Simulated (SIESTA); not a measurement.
Runs of SIESTA 5.4.2 on GaN. Symmetry: F-43m, No. 216, cubic system. The conventional cell has a = 4.507 Å, b = 4.507 Å, c = 4.507 Å, α = 90.00°, β = 90.00°, γ = 90.00°. Around Ga (site symmetry -43m) lie 4 N at 1.95 Å. N (site symmetry -43m) is surrounded by 4 Ga at 1.95 Å. The cell is a database's computed one.

```tsv
task	level	potentials or basis	k mesh	wannier functions	bands left out below	projections	wannier mesh	gap on the mesh (eV)	pressure (GPa)
single point	PBEsol	PseudoDojo 0.4 standard (PBEsol files), DZP (energy shift 0.003 Ry; two zetas on semicore shells)	10 × 10 × 10	-	-	-	-	1.80	1.4
Wannier functions	LDA	PseudoDojo 0.4 standard (LDA files), TZP (energy shift 0.003 Ry; two zetas on semicore shells)	8 × 8 × 8	9	0	["Ga:d", "N:s", "N:p"]	6 × 6 × 6	1.87	-4.8
band structure	LDA	PseudoDojo 0.4 standard (LDA files), DZP (energy shift 0.003 Ry; two zetas on semicore shells)	10 × 10 × 10	-	-	-	-	(a)	-4.4
band structure	PBEsol	PseudoDojo 0.4 standard (PBEsol files), DZP (energy shift 0.003 Ry; two zetas on semicore shells)	10 × 10 × 10	-	-	-	-	1.80	1.4
```

Alike in all rows: no spin polarisation; cell as given; smearing fermi-dirac 0.05 eV; grid cutoff 800 Ry; energy shift 0.003 Ry.

Q: Fill in the values left out.

A: (a) 1.88.

Caveats: the basis of atomic orbitals isn't converged, which shifts pressures, moduli and gaps.

A k mesh can miss the band edges, and the runs leave out spin-orbit coupling on Ga.
